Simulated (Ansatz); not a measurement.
# Zn (P6_3/mmc) in Ansatz: notebook

Runs on Zn. Level: PBEsol. Tasks: single point.

All numbers are computed with Ansatz 0.2.0; they aren't measurements. Logs are shortened: lines on timing, memory, paths and dates and some standing lists are left out, and cuts for length are marked.

### Step 1. Starting point

It takes space group P6_3/mmc (No. 194, hexagonal). The conventional cell has a = 2.670 Å, b = 2.670 Å, c = 4.966 Å, α = 90.00°, β = 90.00°, γ = 120.00°. Around Zn (site symmetry -6m2) lie 12 Zn at 2.67 to 2.92 Å.

### Step 2. Single point, PBEsol, 14.41 Å³/atom (volume scaled by 0.94)

input.yaml

```yaml
crystal:
  lattice:
    - [2.6154949103, 0.0, 0.0]
    - [-1.3077474551, 2.2650850358, 0.0]
    - [0.0, 0.0, 4.8646246159]
  atoms:
    - { symbol: Zn, position: [0.6666666667, 0.3333333333, 0.75] }
    - { symbol: Zn, position: [0.3333333333, 0.6666666667, 0.25] }
kpoints:
  mp_grid: { grid: [11, 11, 6] }
scf:
  occupations: { method: fermi_dirac, width: 0.05 }
hamiltonian:
  xc: pbesol
  pseudopotentials: { kind: all_electron, lapw: { basis_error: 0.0005 } }
output:
  forces: true
  stress: true
  eigenvalues: true
```

Potentials or basis: all-electron LAPW, scalar-relativistic.

Run with:

```console
$ ansatz run input.yaml --threads 1 --pin off --max-ram 3072MiB --backend cpu --events-out ev --progress --plain --runs-dir out
```

Standard output:

```text
Warning: RAYON_NUM_THREADS=1 ignored (pool sized by the plan → 1); use --threads N
LAPW: plane waves up to 8.862 Å⁻¹, error target 5.0e-4 eV per atom; small_component_spin mean_spin; Zn in spheres of 1.308 Å, 20 of its electrons in bands, Dirac shells [] (how accurate: hamiltonian.pseudopotentials.lapw.basis_error, Limitations)
Engine: ansatz 0.2.0, x86_64-unknown-linux-gnu
Pseudopotentials: kind: all_electron
Pseudopotential: Zn, LAPW, valence charge 20, lapw/all_electron/scalar/gaussian/Zn, Koelling and Harmon's equation, gaussian nucleus
Functional definition: PBEsol
  exchange = pbesol_x
  correlation = pbesol_c
Crystal: 2 atoms, lattice volume = 28.820 Å³
Basis set: ecut = 299.20900525657464 eV, 337 PW (Γ), exchange–correlation at level 2
Bands: 24, of which v1, the nominal top of the filled ones, is band 20 counted from 1 (19 counted from 0)
Symmetry: 24 space group operations
Space group: P63/mmc (ITA 194), of the structure as read, at distance tolerance 3.1e-5 Å
k-points: 64 of 726
Non-local potential: Zn, projectors of the file, none
Initial density: superposition of atomic densities (chi_scale 0.1, normalization cell)
Initial wavefunctions: plane waves of lowest kinetic energy (no species holds an atomic orbital)
Functional: x = pbesol(κ = 0.804, μ = 0.12345679012345678), c = pbesol(β = 0.046)
iter 1 solved again at ethr=1.94e-4 eV; its pass at ethr=1.00e-1 eV (dr2=7.75e-2 eV) is discarded
SCF iter   1: F=—  HF=-97670.106241 eV  |F-HF|=—  |Δ(HF+E_count)|=         —  Δρ=2.17e-2  dr2=7.78e-2  ethr=1.94e-4  ⟨swp⟩=3.0  Hψ=10200  notcnv=0
preconditioner: auto → Kerker (q_TF=auto, 2.882 Å⁻¹)  [metal: Δε(μ)=0.071 eV  Ē_g=12.690 eV  σ=0.050 eV  W_gap=0.33  n_scr=10 (ndim 8)  ℏωp=33.9 eV  f_vac=0.000  D(μ)=0.53/eV (n_scr^D=2)]
SCF iter   2: F=—  HF=-97669.972099 eV  |F-HF|=—  |Δ(HF+E_count)|=   1.34e-1  Δρ=8.12e-3  dr2=1.59e-2  ethr=1.94e-4  ⟨swp⟩=3.0  Hψ=5165  notcnv=0
SCF iter   3: F=—  HF=-97669.820740 eV  |F-HF|=—  |Δ(HF+E_count)|=   1.51e-1  Δρ=9.53e-3  dr2=1.90e-2  ethr=3.98e-5  ⟨swp⟩=3.0  Hψ=4931  notcnv=0
SCF iter   4: F=—  HF=-97669.811900 eV  |F-HF|=—  |Δ(HF+E_count)|=   8.84e-3  Δρ=3.80e-3  dr2=3.75e-3  ethr=3.98e-5  ⟨swp⟩=2.0  Hψ=4415  notcnv=0
iter 5 solved again at ethr=2.51e-7 eV; its pass at ethr=9.37e-6 eV (dr2=1.00e-4 eV) is discarded
SCF iter   5: F=—  HF=-97669.812156 eV  |F-HF|=—  |Δ(HF+E_count)|=   2.56e-4  Δρ=6.40e-4  dr2=1.00e-4  ethr=2.51e-7  ⟨swp⟩=2.0  Hψ=7558  notcnv=0
SCF iter   6: F=—  HF=-97669.812101 eV  |F-HF|=—  |Δ(HF+E_count)|=   5.51e-5  Δρ=1.22e-4  dr2=3.85e-6  ethr=2.50e-7  ⟨swp⟩=2.0  Hψ=4413  notcnv=0
SCF iter   7: F=—  HF=-97669.812099 eV  |F-HF|=—  |Δ(HF+E_count)|=   2.05e-6  Δρ=2.53e-5  dr2=2.30e-7  ethr=9.63e-9  ⟨swp⟩=2.0  Hψ=4411  notcnv=0
SCF iter   8: F=-97669.812099 eV  HF=-97669.812099 eV  |F-HF|=1.88e-8  |Δ(HF+E_count)|=   4.45e-8  Δρ=5.20e-6  dr2=8.03e-9  ethr=5.76e-10  ⟨swp⟩=2.0  Hψ=4411  notcnv=0
SCF 1 converged in 8 iterations: F = -97669.812099 eV  dr2 = 8.03e-9
SCF converged after 8 iterations
Free energy (F): -97669.812099 eV
Harris-Foulkes:  -97669.812099 eV  (|F-HF|=1.88e-8)
Internal energy: -97669.807440 eV  (E = F + TS)
E sigma→0 (E₀):  -97669.809770 eV
Entropy (-TS):   -0.004658 eV (-2.329 meV/atom)
Fermi energy:    14.542961 eV
--- Per-component energies (eV) ---
  E_band       = -1055.140394
  E_kinetic    = 99456.199486
  E_xc         = -3822.925180
  E_electrostatic = -193303.081747  (all electrons and nuclei)
  E_smearing   = -0.004658  (= −TS)
  E_closure    = 0.000000  (closes the sum)
  E_atoms      = -97666.664271  (free atoms, spherical and without spin; not in F)
  Σ components = -97669.812099   (vs F -97669.812099, Δ=0.00e0)
  Basis errors (estimates in eV, not in F): energy 1.3e-4 per atom: plane waves 1.3e-4 (6.5e-5 summed), levels above the bands 5.1e-62, relativity 6.7e-9, radial functions 8.3e-6, core shells 7.0e-12; eigenvalues (radial functions only) 8.5e-7; not estimated: angular momenta, meshes, grids; target (lapw.basis_error) 5.0e-4; muffin-tin radii Zn 1.308 Å
--- Forces (eV/Å), atoms counted from 1 ---
  atom   1  Zn     0.00000000     0.00000000    -0.00000000
  atom   2  Zn    -0.00000000    -0.00000000     0.00000000
  max |Σ_I F_I| component: 2.31e-17 eV/Å
--- Stress (GPa, compression-positive) ---
       -0.377089       0.000000       0.000000
        0.000000      -0.377089       0.000000
        0.000000       0.000000      -2.494005
  P = ⅓ Tr σ = -1.0827 GPa (-10.827 kbar)
--- Band table (eV; the first three rows and the last of 64) ---
  k-point 0: bands = ["-111.6123", "-111.6111", "-65.9400", "-65.9242", "-65.9057", "-65.9057", "-65.9040", "-65.9040", "3.8393", "5.8703", "6.6736", "6.9364", "6.9364", "6.9924", "6.9924", "7.3594", "7.3594", "7.5895", "7.5895", "10.7551", "11.6925", "28.6337", "32.2684", "32.7676"]
  k-point 1: bands = ["-111.6122", "-111.6112", "-65.9389", "-65.9253", "-65.9056", "-65.9056", "-65.9041", "-65.9041", "4.0133", "5.8421", "6.6762", "6.9343", "6.9343", "6.9841", "6.9841", "7.3807", "7.3807", "7.5786", "7.5786", "9.1768", "13.6596", "26.1654", "32.9431", "32.9431"]
  k-point 2: bands = ["-111.6120", "-111.6114", "-65.9360", "-65.9282", "-65.9053", "-65.9053", "-65.9044", "-65.9044", "4.5096", "5.6860", "6.7129", "6.9343", "6.9343", "6.9644", "6.9644", "7.4332", "7.4332", "7.5461", "7.5461", "7.7017", "16.3648", "22.7026", "33.4423", "33.4423"]
  k-point 63: bands = ["-111.6077", "-111.6077", "-65.9351", "-65.9351", "-65.9288", "-65.9288", "-65.9245", "-65.9245", "6.5783", "6.5783", "6.7311", "6.7311", "6.9659", "6.9659", "7.2198", "7.2198", "7.5849", "7.5849", "14.9429", "14.9429", "16.1256", "16.1256", "18.3708", "18.3708"]
```

Run time: 14 s. Hardware: 1 thread of Intel Xeon Platinum 8375C at 2.90GHz (Ice Lake), shared host; peak memory 0.38 GiB.

What came out:

| Quantity | Value |
| --- | --- |
| Free energy | -97669.8121 eV |
| Pressure | -1.1 GPa |
| Band gap on the k mesh | none (metal or under the smearing width) |

### Step 3. Single point, PBEsol, 14.72 Å³/atom (volume scaled by 0.96)

Changes to input.yaml since step 2:

```diff
@@ -2,5 +2,5 @@
   lattice:
-    - [2.6154949103, 0.0, 0.0]
-    - [-1.3077474551, 2.2650850358, 0.0]
-    - [0.0, 0.0, 4.8646246159]
+    - [2.6339144954, 0.0, 0.0]
+    - [-1.3169572477, 2.2810368644, 0.0]
+    - [0.0, 0.0, 4.8988836645]
   atoms:
```

Potentials or basis: all-electron LAPW, scalar-relativistic.

Run with:

```console
$ ansatz run input.yaml --threads 1 --pin off --max-ram 3072MiB --backend cpu --events-out ev --progress --plain --runs-dir out
```

It took 13 s on 1 thread of Intel Xeon Platinum 8375C at 2.90GHz (Ice Lake), shared host; peak memory 0.38 GiB.

Results (log left out):

```
Free energy            : -97669.8046 eV
Pressure               : -2.8 GPa
Band gap on the k mesh : none (metal or under the smearing width)
```

### Step 4. Single point, PBEsol, 15.02 Å³/atom (volume scaled by 0.98)

Changes to input.yaml since step 3:

```diff
@@ -2,5 +2,5 @@
   lattice:
-    - [2.6339144954, 0.0, 0.0]
-    - [-1.3169572477, 2.2810368644, 0.0]
-    - [0.0, 0.0, 4.8988836645]
+    - [2.652079997, 0.0, 0.0]
+    - [-1.3260399985, 2.2967686502, 0.0]
+    - [0.0, 0.0, 4.9326701367]
   atoms:
```

Run with:

```console
$ ansatz run input.yaml --threads 1 --pin off --max-ram 3072MiB --backend cpu --events-out ev --progress --plain --runs-dir out
```

Wall time 12 s (1 thread of Intel Xeon Platinum 8375C at 2.90GHz (Ice Lake), shared host); peak memory 0.38 GiB.

Results (log left out):

- Free energy: -97669.7909 eV
- Pressure: -4.3 GPa
- Band gap on the k mesh: none (metal or under the smearing width)

### Step 5. Single point, PBEsol, 15.33 Å³/atom

Changes to input.yaml since step 4:

```diff
@@ -2,5 +2,5 @@
   lattice:
-    - [2.652079997, 0.0, 0.0]
-    - [-1.3260399985, 2.2967686502, 0.0]
-    - [0.0, 0.0, 4.9326701367]
+    - [2.67, 0.0, 0.0]
+    - [-1.335, 2.3122878281, 0.0]
+    - [0.0, 0.0, 4.966]
   atoms:
```

Run with:

```console
$ ansatz run input.yaml --threads 1 --pin off --max-ram 3072MiB --backend cpu --events-out ev --progress --plain --runs-dir out
```

Wall time 13 s (1 thread of Intel Xeon Platinum 8375C at 2.90GHz (Ice Lake), shared host); peak memory 0.38 GiB.

It converged, with:

```yaml
Free_energy: -97669.7718 eV
Pressure: -5.6 GPa
Band_gap_on_the_k_mesh: none (metal or under the smearing width)
```

### Step 6. Single point, PBEsol, 15.64 Å³/atom (volume scaled by 1.02)

Changes to input.yaml since step 5:

```diff
@@ -2,5 +2,5 @@
   lattice:
-    - [2.67, 0.0, 0.0]
-    - [-1.335, 2.3122878281, 0.0]
-    - [0.0, 0.0, 4.966]
+    - [2.6876826345, 0.0, 0.0]
+    - [-1.3438413173, 2.3276014388, 0.0]
+    - [0.0, 0.0, 4.9988883757]
   atoms:
```

Potentials or basis: all-electron LAPW, scalar-relativistic.

Run with:

```console
$ ansatz run input.yaml --threads 1 --pin off --max-ram 3072MiB --backend cpu --events-out ev --progress --plain --runs-dir out
```

Wall time 16 s (1 thread of Intel Xeon Platinum 8375C at 2.90GHz (Ice Lake), shared host); peak memory 0.38 GiB.

The run converged. Its results:

| Quantity | Value |
| --- | --- |
| Free energy | -97669.7481 eV |
| Pressure | -6.8 GPa |
| Band gap on the k mesh | none (metal or under the smearing width) |

### Step 7. Single point, PBEsol, 15.94 Å³/atom (volume scaled by 1.04)

Changes to input.yaml since step 6:

```diff
@@ -2,5 +2,5 @@
   lattice:
-    - [2.6876826345, 0.0, 0.0]
-    - [-1.3438413173, 2.3276014388, 0.0]
-    - [0.0, 0.0, 4.9988883757]
+    - [2.7051356082, 0.0, 0.0]
+    - [-1.3525678041, 2.3427161574, 0.0]
+    - [0.0, 0.0, 5.0313495994]
   atoms:
```

Run with:

```console
$ ansatz run input.yaml --threads 1 --pin off --max-ram 3072MiB --backend cpu --events-out ev --progress --plain --runs-dir out
```

Wall time 15 s (1 thread of Intel Xeon Platinum 8375C at 2.90GHz (Ice Lake), shared host); peak memory 0.37 GiB.

It converged, with:

```
Free energy            : -97669.7202 eV
Pressure               : -7.8 GPa
Band gap on the k mesh : none (metal or under the smearing width)
```

### Step 8. Single point, PBEsol, 16.25 Å³/atom (volume scaled by 1.06)

Changes to input.yaml since step 7:

```diff
@@ -2,5 +2,5 @@
   lattice:
-    - [2.7051356082, 0.0, 0.0]
-    - [-1.3525678041, 2.3427161574, 0.0]
-    - [0.0, 0.0, 5.0313495994]
+    - [2.7223662359, 0.0, 0.0]
+    - [-1.3611831179, 2.3576383187, 0.0]
+    - [0.0, 0.0, 5.0633972761]
   atoms:
```

Run with:

```console
$ ansatz run input.yaml --threads 1 --pin off --max-ram 3072MiB --backend cpu --events-out ev --progress --plain --runs-dir out
```

It took 14 s on 1 thread of Intel Xeon Platinum 8375C at 2.90GHz (Ice Lake), shared host; peak memory 0.39 GiB.

Results (log left out):

```
Free energy            : -97669.6888 eV
Pressure               : -8.6 GPa
Band gap on the k mesh : none (metal or under the smearing width)
```
